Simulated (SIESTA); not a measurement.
**In in SIESTA: convergence with basis size**

Input of the first run (basis size SZ); the others differ in this setting and in those tied to it:

Contents of In.fdf:

```
SystemName                      In
SystemLabel                     In
NumberOfSpecies                 1
NumberOfAtoms                   5
%block ChemicalSpeciesLabel
  1  49 In
%endblock ChemicalSpeciesLabel

LatticeConstant                 1.0 Ang
%block LatticeVectors
     3.3638438630     0.0000000000     0.0000000000
    -1.6819219315     2.9131742397     0.0000000000
     0.0000000000     0.0000000000    25.7997083600
%endblock LatticeVectors
AtomicCoordinatesFormat         Fractional
%block AtomicCoordinatesAndAtomicSpecies
     0.0000000000     0.0000000000     0.2907009605  1  In
     0.3333333300     0.6666666600     0.3953504802  1  In
     0.0000000000     0.0000000000     0.5000000000  1  In
     0.6666666700     0.3333333400     0.6046495198  1  In
     0.0000000000     0.0000000000     0.7092990395  1  In
%endblock AtomicCoordinatesAndAtomicSpecies

%block kgrid.MonkhorstPack
    7   0   0  0.0
    0   7   0  0.0
    0   0   1  0.0
%endblock kgrid.MonkhorstPack
XC.Functional                   GGA
XC.Authors                      PBE
PAO.BasisSize                   SZ
PAO.EnergyShift                 0.003 Ry
Mesh.Cutoff                     500 Ry
OccupationFunction              FD
ElectronicTemperature           0.05 eV
Slab.DipoleCorrection           vacuum
MaxSCFIterations                120
SCF.MustConverge                false
SCF.Mixer.Method                Pulay
SCF.Mixer.Weight                0.25
SCF.Mixer.History               8
SCF.DM.Tolerance                5.0e-05
SCF.H.Tolerance                 1.0e-03 eV
WriteForces                     true
Charge.Mulliken                 end
%block PAO.Basis
  In 3
  n=5 0 1
    6.996
  n=5 1 1
    9.500
  n=4 2 1
    4.106
%endblock PAO.Basis
```

Potentials or basis: PseudoDojo 0.4 standard (PBE files), SZ (energy shift 0.003 Ry).

Command:

```console
$ siesta < In.fdf > In.out 2>&1
```

The slab is cut from a database's or a generator's crystal, which needn't be the stable form of the element.

Hardware: 1 thread of Arm Neoverse V1, on a shared host.

Q: The values tried are SZ, SZP, DZ, DZP, DZDP, TZP, TZDP, TZTP, loosest first. From which on does the largest force stay within 0.005 eV/Å of the tightest run that finished?

A: From TZP on.

```tsv
basis size	energy less the tightest run, at zero smearing (meV/atom)	largest force (eV/Å)	SCF cycles	CPU time (s)	peak memory (GiB)
SZ	586.30	0.297	10	28	0.3
SZP	244.78	0.123	11	100	0.47
DZ	212.57	0.045	13	52	0.36
DZP	85.04	0.022	13	150	0.53
DZDP	25.78	0.024	13	250	0.64
TZP	54.29	0.004	13	210	0.6
TZDP	4.47	0.006	11	290	0.71
TZTP	0.00	0.008	13	500	0.84
```

Not settled before the last step: the energy (to 1 meV/atom). The tightest run that finished is the yardstick and may itself not be fully converged.
